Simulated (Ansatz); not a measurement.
The system is Tl.

```
CELL_PARAMETERS angstrom
3.45600 0.00000 0.00000
-1.72800 2.99298 0.00000
0.00000 0.00000 5.52500
ATOMIC_POSITIONS crystal
Tl 0.66667 0.33333 0.75000
Tl 0.33333 0.66667 0.25000
```

Base run:

* Program: Ansatz 0.2.0
* Functional: LDA
* Potentials or basis: all-electron LAPW, scalar-relativistic
* Cutoff: 167 eV (chosen from the basis error)
* Basis error allowed: 0.001 eV/atom
* k mesh: 9 × 9 × 5
* Occupations: gaussian, width 0.1 eV
* Spin: no spin polarisation

Its results: band gap on the k mesh none (metal or under the smearing width); pressure -1.5 GPa.

Task: The run is repeated on the same cell with these changes: functional from LDA to PBEsol; occupations from gaussian, width 0.1 eV to gaussian, width 0.02 eV. What comes out?

Result: Band gap on the k mesh none (metal or under the smearing width); pressure 0.3 GPa.
